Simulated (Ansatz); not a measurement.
Input and command of a calculation in Ansatz (plane waves; scalar-relativistic PAW potentials unless the input names others):

```yaml
crystal:
  lattice:
    - [3.0077174617, 0.0, 0.0]
    - [0.0, 3.0077174617, 0.0]
    - [0.0, 0.0, 3.0077174617]
  atoms:
    - { symbol: Zr, position: [0.0, 0.0, 0.0] }
    - { symbol: H, position: [0.0, 0.5, 0.5] }
    - { symbol: H, position: [0.5, 0.0, 0.5] }
    - { symbol: H, position: [0.5, 0.5, 0.0] }
basis:
  ecutwfc: 420
kpoints:
  mp_grid: { grid: [14, 14, 14] }
hamiltonian:
  xc: pbesol
  dispersion: d3bj
scf:
  occupations: { method: gaussian, width: 0.1 }
  convergence: { dr2_threshold: 1.0e-06 }
output:
  forces: true
  eigenvalues: true
  stress: true
```

```bash
ansatz run input.yaml --threads 1 --pin off --max-ram 1331MiB --backend cpu --events-out ev --progress --plain --runs-dir out
```

Abridged log:
```
Warning: scf.convergence.dr2_threshold = 1e-6 eV is looser than this run's default, which is 1e-7 eV or tighter. The error in the forces grows as the threshold's square root, so leave the key out unless less accurate forces are enough
Warning: output.stress: scf.convergence.dr2_threshold = 1e-6 eV is looser than the 4e-10 eV advised for a printed stress (1e-10 eV for each atom of the cell: 4). ...
Pseudopotentials: kind: paw
Pseudopotential: Zr, paw, valence charge 12, recommended cutoff 420 eV (normal)
Pseudopotential: H, paw, valence charge 1, recommended cutoff 420 eV (normal)
Functional definition: PBEsol
Crystal: 4 atoms, lattice volume = 27.209 Å³
Basis set: ecut = 420 eV, 515 PW (Γ), exchange–correlation on 48×48×48 points (8 copies of the dense FFT grid, shifted against one another)
Bands: 12, of which v1, the nominal top of the filled ones, is band 8 counted from 1 (7 counted from 0)
Symmetry: 48 space group operations
Space group: Pm-3m (ITA 221), of the structure as read, at distance tolerance 3.0e-5 Å
k-points: 120 of 2744
Initial density: superposition of atomic densities (neutral atoms: chi_scale 0, normalization atom), corrected by the library's trained network
Initial wavefunctions: pseudopotential atomic-orbital guess
Functional: x = pbesol(κ = 0.804, μ = 0.12345679), c = pbesol(β = 0.046)
SCF iter   1: F=—  HF=-4177.770398 eV  |F-HF|=—  |Δ(HF+E_count)|=         —  Δρ=8.87e-3  dr2=1.01e-2  ethr=1.77e-3  ⟨swp⟩=5.0  Hψ=7239  notcnv=0
SCF iter   2: F=—  HF=-4177.768462 eV  |F-HF|=—  |Δ(HF+E_count)|=   1.94e-3  Δρ=4.99e-3  dr2=3.29e-3  ethr=6.74e-5  ⟨swp⟩=1.0  Hψ=2400  notcnv=0
SCF iter   3: F=—  HF=-4177.767753 eV  |F-HF|=—  |Δ(HF+E_count)|=   7.09e-4  Δρ=3.23e-4  dr2=1.97e-5  ethr=2.19e-5  ⟨swp⟩=1.1  Hψ=1421  notcnv=0
SCF iter   4: F=—  HF=-4177.767754 eV  |F-HF|=—  |Δ(HF+E_count)|=   1.16e-6  Δρ=1.19e-4  dr2=2.14e-6  ethr=1.31e-7  ⟨swp⟩=2.0  Hψ=1759  notcnv=0
SCF iter   5: F=-4177.767754 eV  HF=-4177.767754 eV  |F-HF|=2.22e-7  |Δ(HF+E_count)|=   5.02e-7  Δρ=3.40e-5  dr2=3.29e-7  ethr=1.43e-8  ⟨swp⟩=2.0  Hψ=2263  notcnv=0
SCF iter   6: F=-4177.767754 eV  HF=-4177.767754 eV  |F-HF|=1.08e-8  |Δ(HF+E_count)|=   7.45e-8  Δρ=7.57e-6  dr2=1.40e-8  ethr=2.19e-9  ⟨swp⟩=2.5  Hψ=4877  notcnv=0
SCF 1 converged in 6 iterations: F = -4177.767754 eV  dr2 = 1.40e-8
SCF converged after 6 iterations
Free energy (F): -4177.767754 eV
Harris-Foulkes:  -4177.767754 eV  (|F-HF|=1.08e-8)
Internal energy: -4177.764844 eV  (E = F + TS)
E sigma→0 (E₀):  -4177.766299 eV
Entropy (-TS):   -0.002910 eV (-0.728 meV/atom)
Fermi energy:    13.574224 eV
  E_disp       = -0.845240  (pairwise vdW)
--- Forces (eV/Å), atoms counted from 1 ---
  atom   1  Zr     0.00000000     0.00000000     0.00000000
  atom   2  H      0.00000000     0.00000000     0.00000000
  atom   3  H      0.00000000     0.00000000     0.00000000
  atom   4  H      0.00000000     0.00000000     0.00000000
--- Stress (GPa, compression-positive) ---
        7.437476       0.000000       0.000000
        0.000000       7.437476       0.000000
        0.000000       0.000000       7.437476
  P = ⅓ Tr σ = 7.4375 GPa (74.375 kbar)
```

Apart from outputs and empty bands, the input differs from a reference run on usual settings in hamiltonian.dispersion: not typed → "d3bj"; scf.convergence.dr2_threshold: not typed → 1e-06. The reference, at the same geometry (not necessarily relaxed), gave pressure 12.53 GPa, largest force 0.000 eV/Å, no gap on the mesh. This run converged in 6 SCF iterations (reference: 6) with an energy at zero smearing 211 meV/atom below the reference's (the Hamiltonian itself differs), pressure 7.44 GPa, largest force 0.000 eV/Å, no gap on the mesh.